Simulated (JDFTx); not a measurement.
# MoS2 (P6_3/mmc) in JDFTx: band structure with LDA

Aim: the band structure of MoS2 with LDA.

Program: JDFTx 1.7.0 (patched build). These are calculated values, not measurements. Logs are shortened: lines on timing, memory, paths and dates and some standing lists are left out, and cuts for length are marked. The log counts tension as positive stress, the text compression.

### 1 The crystal as given

Symmetry: P6_3/mmc, No. 194, hexagonal system. Conventional cell: a = 3.169 Å, b = 3.169 Å, c = 12.324 Å, α = 90.00°, β = 90.00°, γ = 120.00°. Mo (site symmetry -6m2) is surrounded by 6 S at 2.41 Å. Around S (site symmetry 3m) lie 3 Mo at 2.41 Å.

### 2 Band structure, LDA

bands.in

```
lattice Hexagonal 5.9885420889 23.2889847599
coords-type Lattice
ion Mo     0.6666666667     0.3333333333     0.7500000000 1
ion Mo     0.3333333333     0.6666666667     0.2500000000 1
ion S      0.6666666667     0.3333333333     0.3770000000 1
ion S      0.3333333333     0.6666666667     0.8770000000 1
ion S      0.6666666667     0.3333333333     0.1230000000 1
ion S      0.3333333333     0.6666666667     0.6230000000 1

ion-species pseudo/Mo.upf
ion-species pseudo/S.upf
elec-cutoff 40 320
elec-ex-corr lda-PW
elec-smearing Fermi 0.0018374661
elec-n-bands 34
electronic-minimize nIterations 30 energyDiffThreshold 1e-06
davidson-band-ratio 1.3
forces-output-coords Cartesian
include path.kpoints
symmetries none
fix-electron-density run.$VAR

dump-name bands.$VAR
dump End Ecomponents EigStats BandEigs Kpoints Forces
```

path.kpoints

```
kpoint +0.0000000000 +0.0000000000 +0.0000000000 0.020000000000
kpoint +0.0714285714 +0.0000000000 +0.0000000000 0.020000000000
kpoint +0.1428571429 +0.0000000000 +0.0000000000 0.020000000000
kpoint +0.2142857143 +0.0000000000 +0.0000000000 0.020000000000
kpoint +0.2857142857 +0.0000000000 +0.0000000000 0.020000000000
kpoint +0.3571428571 +0.0000000000 +0.0000000000 0.020000000000
kpoint +0.4285714286 +0.0000000000 +0.0000000000 0.020000000000
kpoint +0.5000000000 +0.0000000000 +0.0000000000 0.020000000000
kpoint +0.4583333333 +0.0833333333 +0.0000000000 0.020000000000
kpoint +0.4166666667 +0.1666666667 +0.0000000000 0.020000000000
kpoint +0.3750000000 +0.2500000000 +0.0000000000 0.020000000000
kpoint +0.3333333333 +0.3333333333 +0.0000000000 0.020000000000
kpoint +0.2962962963 +0.2962962963 +0.0000000000 0.020000000000
kpoint +0.2592592593 +0.2592592593 +0.0000000000 0.020000000000
kpoint +0.2222222222 +0.2222222222 +0.0000000000 0.020000000000
kpoint +0.1851851852 +0.1851851852 +0.0000000000 0.020000000000
kpoint +0.1481481481 +0.1481481481 +0.0000000000 0.020000000000
kpoint +0.1111111111 +0.1111111111 +0.0000000000 0.020000000000
kpoint +0.0740740741 +0.0740740741 +0.0000000000 0.020000000000
kpoint +0.0370370370 +0.0370370370 +0.0000000000 0.020000000000
kpoint +0.0000000000 +0.0000000000 +0.0000000000 0.020000000000
kpoint +0.0000000000 +0.0000000000 +0.5000000000 0.020000000000
kpoint +0.0625000000 +0.0000000000 +0.5000000000 0.020000000000
kpoint +0.1250000000 +0.0000000000 +0.5000000000 0.020000000000
kpoint +0.1875000000 +0.0000000000 +0.5000000000 0.020000000000
kpoint +0.2500000000 +0.0000000000 +0.5000000000 0.020000000000
kpoint +0.3125000000 +0.0000000000 +0.5000000000 0.020000000000
kpoint +0.3750000000 +0.0000000000 +0.5000000000 0.020000000000
kpoint +0.4375000000 +0.0000000000 +0.5000000000 0.020000000000
kpoint +0.5000000000 +0.0000000000 +0.5000000000 0.020000000000
kpoint +0.4666666667 +0.0666666667 +0.5000000000 0.020000000000
kpoint +0.4333333333 +0.1333333333 +0.5000000000 0.020000000000
kpoint +0.4000000000 +0.2000000000 +0.5000000000 0.020000000000
kpoint +0.3666666667 +0.2666666667 +0.5000000000 0.020000000000
kpoint +0.3333333333 +0.3333333333 +0.5000000000 0.020000000000
kpoint +0.3030303030 +0.3030303030 +0.5000000000 0.020000000000
kpoint +0.2727272727 +0.2727272727 +0.5000000000 0.020000000000
kpoint +0.2424242424 +0.2424242424 +0.5000000000 0.020000000000
kpoint +0.2121212121 +0.2121212121 +0.5000000000 0.020000000000
kpoint +0.1818181818 +0.1818181818 +0.5000000000 0.020000000000
kpoint +0.1515151515 +0.1515151515 +0.5000000000 0.020000000000
kpoint +0.1212121212 +0.1212121212 +0.5000000000 0.020000000000
kpoint +0.0909090909 +0.0909090909 +0.5000000000 0.020000000000
kpoint +0.0606060606 +0.0606060606 +0.5000000000 0.020000000000
kpoint +0.0303030303 +0.0303030303 +0.5000000000 0.020000000000
kpoint +0.0000000000 +0.0000000000 +0.5000000000 0.020000000000
kpoint +0.5000000000 +0.0000000000 +0.5000000000 0.020000000000
kpoint +0.5000000000 +0.0000000000 +0.0000000000 0.020000000000
kpoint +0.3333333333 +0.3333333333 +0.0000000000 0.020000000000
kpoint +0.3333333333 +0.3333333333 +0.5000000000 0.020000000000
```

Potentials or basis: PseudoDojo-SR-LDA-0.4.1-standard with smoothed tails.

Launch:

```console
$ jdftx -c 1 -i bands.in -o bands.out
```

The log of the run:

```text
*************** JDFTx 1.7.0 (patched build) ***************

Input parsed successfully to the following command list (including defaults):
[... the input with its defaults ...]

---------- Initializing the Grid ----------
R =
[      5.98854     -2.99427            0  ]
[            0      5.18623            0  ]
[            0            0       23.289  ]
unit cell volume = 723.308
G =
[     1.0492   0.605757         -0  ]
[          0    1.21151          0  ]
[          0         -0   0.269792  ]
Minimum fftbox size, Smin = [  52  52  188  ]
Chosen fftbox size, S = [  54  54  192  ]

---------- Initializing tighter grid for wavefunction operations ----------
R =
[      5.98854     -2.99427            0  ]
[            0      5.18623            0  ]
[            0            0       23.289  ]
unit cell volume = 723.308
G =
[     1.0492   0.605757         -0  ]
[          0    1.21151          0  ]
[          0         -0   0.269792  ]
Minimum fftbox size, Smin = [  36  36  136  ]
Chosen fftbox size, S = [  36  36  140  ]

---------- Exchange Correlation functional ----------
Initalized Slater LDA exchange.
Initalized Perdew-Wang LDA correlation.

---------- Setting up pseudopotentials ----------
Width of ionic core gaussian charges (only for fluid interactions / plotting) set to 0

Reading pseudopotential file 'pseudo/Mo.upf':
  'Mo' pseudopotential, 'SLA  PW   NOGX NOGC' functional
  Generated using ONCVPSP code by D. R. Hamann
  14 valence electrons, 4 orbitals, 6 projectors, 1001 radial grid points, with lMax = 2
    4S    l: 0   occupation:  2.0   eigenvalue: -2.367563
    4P    l: 1   occupation:  6.0   eigenvalue: -1.418151
    4D    l: 2   occupation:  5.0   eigenvalue: -0.144524
    5S    l: 0   occupation:  1.0   eigenvalue: -0.158831
  Core radius for overlap checks: 1.35 bohrs.

Reading pseudopotential file 'pseudo/S.upf':
  'S' pseudopotential, 'SLA  PW   NOGX NOGC' functional
  Generated using ONCVPSP code by D. R. Hamann
  6 valence electrons, 2 orbitals, 6 projectors, 1001 radial grid points, with lMax = 2
    3S    l: 0   occupation:  2.0   eigenvalue: -0.635064
    3P    l: 1   occupation:  4.0   eigenvalue: -0.261175
  Core radius for overlap checks: 1.67 bohrs.

Initialized 2 species with 6 total atoms.

Folded 50 k-points by 1x1x1 to 50 k-points.

---------- Setting up k-points, bands, fillings ----------
No reducable k-points.
Computing the number of bands and number of electrons
Calculating initial fillings.
nElectrons:  52.000000   nBands: 34   nStates: 50

----- Setting up reduced wavefunction bases (one per k-point) -----
average nbasis = 8745.360 , ideal nbasis = 8739.919

---------- Setting up ewald sum ----------
Optimum gaussian width for ewald sums = 2.656599 bohr.
Real space sum over 1183 unit cells with max indices [  6  6  3  ]
Reciprocal space sum over 3751 terms with max indices [  5  5  15  ]

---------- Allocating electronic variables ----------
Reading n from file 'run.n' ... done
Initializing wave functions:  linear combination of atomic orbitals

----------- Band structure minimization -------------
Minimization will be done independently for each quantum number.

---- Minimization of quantum number:     0  [ +0.0000000 +0.0000000 +0.0000000 ]  0.040000000 ----
BandDavidson: Iter:   0  Eband: -0.062066728753010
BandDavidson: Iter:   1  Eband: -0.069383595514714  dEband: -7.316867e-03
BandDavidson: Iter:   2  Eband: -0.070631689591328  dEband: -1.248094e-03
BandDavidson: Iter:   3  Eband: -0.070950534596374  dEband: -3.188450e-04
[... 735 lines of inner loops ...]
BandDavidson: Iter:  10  Eband: -0.081342638969517  dEband: -1.670899e-06
BandDavidson: Iter:  11  Eband: -0.081343480156160  dEband: -8.411866e-07
BandDavidson: Converged (dEband<1.000000e-06)
	FillingsUpdate:  mu: +0.411099743  nElectrons: 52.000000

Dumping 'bands.eigStats' ...
	eMin: -1.859881 at state 21 ( [ +0.000000 +0.000000 +0.500000 ] spin 0 )
	HOMO: +0.395826 at state 20 ( [ +0.000000 +0.000000 +0.000000 ] spin 0 )
	mu  : +0.411100
	LUMO: +0.425451 at state 15 ( [ +0.185185 +0.185185 +0.000000 ] spin 0 )
	eMax: +0.554725 at state 13 ( [ +0.259259 +0.259259 +0.000000 ] spin 0 )
	HOMO-LUMO gap: +0.029625
	Optical gap  : +0.060897 at state 11 ( [ +0.333333 +0.333333 +0.000000 ] spin 0 )
Done!
[note: mu, HOMO and LUMO in a band run belong to the points of the path alone and aren't those of the crystal]
```

Run time: 2.4 min. Hardware: 1 thread of Intel Xeon Platinum 8488C (Sapphire Rapids), shared host; peak memory 0.38 GiB.

What came out:

- Band gap along the path: 0.81 eV, indirect (least direct gap 1.66 eV)

Levels at the corners of the path, in eV from the valence-band top:
```tsv
point	band 22	band 23	band 24	band 25	band 26	band 27	band 28	band 29	band 30	band 31
Γ	-2.14	-2.14	-1.20	-1.17	0.00	2.08	2.08	2.11	2.11	2.25
M	-2.47	-1.72	-1.52	-1.42	-1.29	1.58	1.62	1.96	2.24	2.76
K	-3.82	-2.68	-2.68	-0.80	-0.63	1.03	1.03	1.74	2.80	2.80
Γ	-2.14	-2.14	-1.20	-1.17	0.00	2.08	2.08	2.11	2.11	2.25
A	-2.16	-2.16	-2.16	-0.27	-0.27	2.09	2.09	2.09	2.09	2.35
L	-2.62	-1.62	-1.62	-1.35	-1.35	1.60	1.60	2.11	2.11	3.14
H	-3.43	-2.86	-2.86	-0.73	-0.73	1.03	1.03	2.22	2.22	2.84
A	-2.16	-2.16	-2.16	-0.27	-0.27	2.09	2.09	2.09	2.09	2.35
L	-2.62	-1.62	-1.62	-1.35	-1.35	1.60	1.60	2.11	2.11	3.14
M	-2.47	-1.72	-1.52	-1.42	-1.29	1.58	1.62	1.96	2.24	2.76
K	-3.82	-2.68	-2.68	-0.80	-0.63	1.03	1.03	1.74	2.80	2.80
H	-3.43	-2.86	-2.86	-0.73	-0.73	1.03	1.03	2.22	2.22	2.84
```

Caveat: the k mesh is coarse (spacing up to 0.57 Å⁻¹), so the values aren't converged.
